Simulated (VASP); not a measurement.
# Ba (Fm-3m) in VASP: electric field gradients with LDA

Aim: the electric field gradients of Ba with LDA.

Everything below comes from runs of VASP 6.6.1. Logs are shortened: lines on timing, memory, paths and dates and some standing lists are left out, and cuts for length are marked.

## (1) Starting point

Symmetry: Fm-3m, No. 225, cubic system. The conventional cell has a = 6.465 Å, b = 6.465 Å, c = 6.465 Å, α = 90.00°, β = 90.00°, γ = 90.00°.

This isn't the form of Ba at room conditions, which is bcc.

## (2) Electric field gradients, LDA

File INCAR:

```
ALGO     = Normal         # electronic algorithm
EDIFF    = 1E-8           # SCF threshold, eV
ENCUT    = 520            # plane-wave cutoff, eV
ISIF     = 2              # what is computed and relaxed
ISMEAR   = -1             # smearing method
LASPH    = T              # aspherical terms in the spheres
LCHARG   = F              # write CHGCAR
LEFG     = T            
LREAL    = F              # projectors in reciprocal space
LWAVE    = F              # write WAVECAR
NBANDS   = 11             # bands
NELM     = 80             # most SCF steps
PREC     = Accurate       # precision mode
SIGMA    = 0.05           # smearing width, eV
```

File KPOINTS:

```
k-points
0
Gamma
  9 9 9
```

File POSCAR:

```
Ba
1.0
    0.0000000000      3.2326650028      3.2326650028
    3.2326650028      0.0000000000      3.2326650028
    3.2326650028      3.2326650028      0.0000000000
Ba
1
Direct
    0.0000000000      0.0000000000      0.0000000000
```

Potentials or basis: VASP PAW LDA potentials, release 64 (Ba_sv).

Launch:

```
cat potpaw_LDA.64/Ba_sv/POTCAR > POTCAR
mpirun -np 1 vasp_std > vasp.out
```

OUTCAR:

```text
EDIFF = 1E-8
   ENCUT = 520
   ISIF = 2
   ISMEAR = -1
   LASPH = T
   LREAL = F
   NELM = 80
   PREC = Accurate

 ion  position               nearest neighbor table
   1  0.000  0.000  0.000-

  LATTYP: Found a face centered cubic cell.
 ALAT       =     6.4653300056

  Lattice vectors:

 A1 = (   0.0000000000,   3.2326650028,   3.2326650028)
 A2 = (   3.2326650028,   0.0000000000,   3.2326650028)
 A3 = (   3.2326650028,   3.2326650028,   0.0000000000)

Analysis of symmetry for initial positions (statically):
=====================================================================
 Subroutine PRICEL returns:
 Original cell was already a primitive cell.

 Routine SETGRP: Setting up the symmetry group for a
 face centered cubic supercell.

 Subroutine GETGRP returns: Found 48 space group operations
 (whereof 48 operations were pure point group operations)
 out of a pool of 48 trial point group operations.

The static configuration has the point symmetry O_h .

Analysis of symmetry for dynamics (positions and initial velocities):
=====================================================================
 Subroutine PRICEL returns:
 Original cell was already a primitive cell.

 Routine SETGRP: Setting up the symmetry group for a
 face centered cubic supercell.

 Subroutine GETGRP returns: Found 48 space group operations
 (whereof 48 operations were pure point group operations)
 out of a pool of 48 trial point group operations.

The dynamic configuration has the point symmetry O_h .

 Subroutine INISYM returns: Found 48 space group operations
 (whereof 48 operations are pure point group operations),
 and found     1 'primitive' translations

----------------------------------------------------------------------------------------

                                     Primitive cell

  volume of cell :      67.5635

  direct lattice vectors                    reciprocal lattice vectors
     0.000000000  3.232665003  3.232665003    -0.154671146  0.154671146  0.154671146
     3.232665003  0.000000000  3.232665003     0.154671146 -0.154671146  0.154671146
     3.232665003  3.232665003  0.000000000     0.154671146  0.154671146 -0.154671146

  length of vectors
     4.571678690  4.571678690  4.571678690     0.267898283  0.267898283  0.267898283

  position of ions in fractional coordinates (direct lattice)
     0.000000000  0.000000000  0.000000000

  ion indices of the primitive-cell ions
   primitive index   ion index
                 1           1

----------------------------------------------------------------------------------------

 KPOINTS: k-points

Automatic generation of k-mesh.
 Grid dimensions read from file:
 generate k-points for:    9    9    9

 Generating k-lattice:

  Cartesian coordinates                     Fractional coordinates (reciprocal lattice)
    -0.017185683  0.017185683  0.017185683     0.111111111  0.000000000  0.000000000
     0.017185683 -0.017185683  0.017185683     0.000000000  0.111111111  0.000000000
     0.017185683  0.017185683 -0.017185683     0.000000000  0.000000000  0.111111111

  Length of vectors
     0.029766476  0.029766476  0.029766476

  Shift w.r.t. Gamma in fractional coordinates (k-lattice)
     0.000000000  0.000000000  0.000000000

 Subroutine IBZKPT returns following result:
 ===========================================

 Found     35 irreducible k-points:

 Following reciprocal coordinates:
            Coordinates               Weight
  0.000000  0.000000  0.000000      1.000000
  0.111111  0.000000  0.000000      8.000000
  0.222222  0.000000  0.000000      8.000000
  0.333333  0.000000  0.000000      8.000000
  0.444444  0.000000  0.000000      8.000000
  0.111111  0.111111  0.000000      6.000000
[... 16 lines left out ...]
 -0.333333  0.333333  0.000000     12.000000
  0.444444  0.444444  0.000000      6.000000
 [... further k-points ...]
   k-points           NKPTS =     35   k-points in BZ     NKDIM =     35   number of bands    NBANDS=     11
   number of dos      NEDOS =    301   number of ions     NIONS =      1
   total plane-waves  NPLWV =  46656
   dimension x,y,z NGX =    36 NGY =   36 NGZ =   36
   dimension x,y,z NGXF=    72 NGYF=   72 NGZF=   72
   ions per type =               1
   NGX,Y,Z   is equivalent  to a cutoff of  13.09, 13.09, 13.09 a.u.
   NGXF,Y,Z  is equivalent  to a cutoff of  26.18, 26.18, 26.18 a.u.
 SYSTEM =  unknown system
   PREC   = accura    normal or accurate (medium, high low for compatibility)
   ISTART =      0    job   : 0-new  1-cont  2-samecut
   ICHARG =      2    charge: 1-file 2-atom 10-const
   ISPIN  =      1    spin polarized calculation?
   LNONCOLLINEAR =      F non collinear calculations
   LSORBIT =      F    spin-orbit coupling
   LASPH  =      T    aspherical Exc in radial PAW
   ENCUT  =  520.0 eV  38.22 Ry    6.18 a.u.   8.50  8.50  8.50*2*pi/ulx,y,z
   NELM   =     80;   NELMIN=  2; NELMDL= -5     # of ELM steps
   EDIFF  = 0.1E-07   stopping-criterion for ELM
   LREAL  =      F    real-space projection
   EDIFFG = 0.1E-06   stopping-criterion for IOM
   NSW    =      0    number of steps for IOM
   IBRION =     -1    ionic relax: 0-MD 1-quasi-New 2-CG
   NFREE  =      0    steps in history (QN), initial steepest desc. (CG)
   ISIF   =      2    stress and relaxation
   ISYM   =      2    0-nonsym 1-usesym 2-fastsym
   POTIM  = 0.5000    time-step for ionic-motion
   TEBEG  =    0.0;   TEEND  =   0.0 temperature during run
   PSTRESS=    0.0 pullay stress
   NELECT =      10.0000    total number of electrons
   NUPDOWN=      -1.0000    fix difference up-down
   EMIN   =  10.00;   EMAX   =-10.00  energy-range for DOS
   EFERMI =   0.00;   METHOD = LEGACY
   ISMEAR =    -1;   SIGMA  =   0.05  broadening in eV -4-tet -1-fermi 0-gaus
   EFERMI_NEDOS =   21; number of points for ismear=-14 and -15
   IALGO  =     38    algorithm
   IMIX   =      4    mixing-type and parameters
     AMIX     =   0.40;   BMIX     =  1.00
     AMIX_MAG =   1.60;   BMIX_MAG =  1.00
  volume/ion in A,a.u.               =      67.56       455.94
  Fermi-wavevector in a.u.,A,eV,Ry     =   0.865973  1.636451 10.203124  0.749908
  Thomas-Fermi vector in A             =   1.984294
   LORBIT       =      0    0 simple, 1 ext, 2 COOP (PROOUT), +10 PAW based schemes
   GGA     = CA    functional components
   LHFCALC =     F    Hartree Fock is set to
   AEXX    =    0.0000 exact exchange contribution
   IVDW    =     0    specifies the selected vdW correction
   LEPSILON=     F    determine dielectric tensor
   LRPA    =     F    only Hartree local field effects (RPA)
 non-spin polarized calculation
  energy-cutoff  :      520.00
  volume of cell :       67.56
 maximum number of plane-waves:      1853
 NGX is ok and might be reduce to    36
   NGX = 17   NGY = 17   NGZ = 17

 number of electron      10.0000000 magnetization

 Free energy of the ion-electron system (eV)
  ---------------------------------------------------
  ext. energy  EPLUGINS =         0.00000000
  ---------------------------------------------------
  free energy    TOTEN  =        -2.16651473 eV

  energy without entropy =       -2.15008900  energy(sigma->0) =       -2.15830186

 E-fermi :   1.2788     XC(G=0):  -7.3888

 val. band max:        1.2535725213   @ k =  -0.3333   0.3333   0.0000
 cond. band min:       1.2991207867   @ k =  -0.4444   0.4444   0.1111
 fundamental gap:      0.0455482654
 Fermi energy:         1.2788064872

 k-point     1 :       0.0000    0.0000    0.0000
  band No.  band energies     occupation
      1     -27.7106      2.00000
      2     -12.7123      2.00000
      3     -12.7123      2.00000
      4     -12.7123      2.00000
      5      -1.5079      2.00000
      6       2.8855      0.00000
      7       2.8855      0.00000
      8       2.8855      0.00000
      9       4.3212      0.00000
     10       4.3212      0.00000
     11       7.1383      0.00000

 k-point     2 :       0.1111    0.0000    0.0000
  band No.  band energies     occupation
      1     -27.7071      2.00000
      2     -12.7584      2.00000
      3     -12.7182      2.00000
      4     -12.7182      2.00000
      5      -1.3069      2.00000
      6       2.6595      0.00000
      7       2.9778      0.00000
      8       2.9778      0.00000
      9       4.2098      0.00000
     10       4.2098      0.00000
     11       7.5914      0.00000

 k-point     3 :       0.2222    0.0000    0.0000
  band No.  band energies     occupation
      1     -27.6983      2.00000
      2     -12.8719      2.00000
      3     -12.7332      2.00000
      4     -12.7332      2.00000
      5      -0.7712      2.00000
      6       2.2530      0.00000
      7       3.0719      0.00000
      8       3.0719      0.00000
      9       4.2046      0.00000
     10       4.2046      0.00000
     11       7.4141      0.00000

 k-point     4 :       0.3333    0.0000    0.0000
  band No.  band energies     occupation
      1     -27.6883      2.00000
      2     -12.9961      2.00000
      3     -12.7500      2.00000
      4     -12.7500      2.00000
      5      -0.1319      2.00000
      6       2.0389      0.00000
      7       2.9285      0.00000
      8       2.9285      0.00000
      9       4.7002      0.00000
     10       4.7002      0.00000
     11       6.8247      0.00000
[... 239 lines left out ...]
 k-point    22 :      -0.4444    0.3333    0.0000
  band No.  band energies     occupation
      1     -27.6724      2.00000
      2     -13.0172      2.00000
      3     -12.9017      2.00000
      4     -12.8213      2.00000
      5       0.9057      1.99885
      6       1.3811      0.22894
      7       2.4291      0.00000
      8       4.1284      0.00000
      9       5.3327      0.00000
     10       5.4178      0.00000
     11       6.4785      0.00000

 k-point    23 :      -0.3333    0.3333    0.0000
  band No.  band energies     occupation
      1     -27.6734      2.00000
      2     -12.9647      2.00000
      3     -12.9620      2.00000
      4     -12.8008      2.00000
      5       1.2536      1.24712
      6       1.4161      0.12056
      7       2.1713      0.00000
      8       3.7755      0.00000
      9       4.8540      0.00000
     10       5.0813      0.00000
     11       7.6718      0.00000

 k-point    24 :       0.4444    0.4444    0.0000
  band No.  band energies     occupation
      1     -27.6722      2.00000
      2     -13.0525      2.00000
      3     -12.8431      2.00000
      4     -12.8431      2.00000
      5       0.4966      2.00000
      6       1.1385      1.88598
      7       2.9602      0.00000
      8       5.3780      0.00000
      9       5.3780      0.00000
     10       5.3923      0.00000
     11       7.0016      0.00000

 [... further k-points ...]
[... 5 lines left out ...]
  --------------------------------------------------------------------------------------
  -------------------------------------------------------------------------------------
  Total       -0.6746425     -0.6746425     -0.6746425      0.0000000      0.0000000      0.0000000
  in kB      -15.9982388    -15.9982388    -15.9982388      0.0000000      0.0000000      0.0000000
  external PRESSURE =     -15.9982388 kB  Pullay stress =       0.0000000 kB

 VOLUME and BASIS-vectors are now :
 -----------------------------------------------------------------------------
  energy-cutoff  :      520.00
  volume of cell :       67.56
      direct lattice vectors                 reciprocal lattice vectors
     0.000000000  3.232665003  3.232665003    -0.154671146  0.154671146  0.154671146
     3.232665003  0.000000000  3.232665003     0.154671146 -0.154671146  0.154671146
     3.232665003  3.232665003  0.000000000     0.154671146  0.154671146 -0.154671146

 POSITION                                       TOTAL-FORCE (eV/Angst)
 -----------------------------------------------------------------------------------
      0.00000      0.00000      0.00000        -0.000000      0.000000      0.000000
 -----------------------------------------------------------------------------------
    total drift:                               -0.000000      0.000000      0.000000

  FREE ENERGIE OF THE ION-ELECTRON SYSTEM (eV)
  ---------------------------------------------------
  free  energy   TOTEN  =        -2.1665147319 eV

  energy  without entropy=       -2.1500889978  energy(sigma->0) =       -2.15830186

 Electric field gradients (V/A^2)
---------------------------------------------------------------------
 ion       V_xx      V_yy      V_zz      V_xy      V_xz      V_yz
---------------------------------------------------------------------
   1       0.000     0.000     0.000     0.000     0.000     0.000
---------------------------------------------------------------------

 Electric field gradients after diagonalization (V/A^2)
 (convention: |V_zz| > |V_xx| > |V_yy|)
----------------------------------------------------------------------
 ion       V_xx      V_yy      V_zz     asymmetry (V_yy - V_xx)/ V_zz
----------------------------------------------------------------------
   1      -0.000    -0.000     0.000       0.000
----------------------------------------------------------------------

           NMR quadrupolar parameters

 Cq : quadrupolar parameter    Cq=e*Q*V_zz/h
 eta: asymmetry parameters     (V_yy - V_xx)/ V_zz
 Q  : nuclear electric quadrupole moment in mb (millibarn)
----------------------------------------------------------------------
 ion       Cq(MHz)       eta       Q (mb)
----------------------------------------------------------------------
   1       0.000       0.000       1.000
----------------------------------------------------------------------
```

Wall time 18 s (1 thread of Intel Xeon Platinum 8375C at 2.90GHz (Ice Lake), shared host); peak memory 0.17 GiB.

Results:

| Property | Result |
| --- | --- |
| Free energy | -2.1665 eV |
| Pressure | -1.6 GPa |
| Band gap on the k mesh | none (metal or under the smearing width) |

Electric field gradients, principal values (V/Å²):
```csv
atom,Vxx,Vyy,Vzz
1 Ba,0.000,0.000,0.000
```
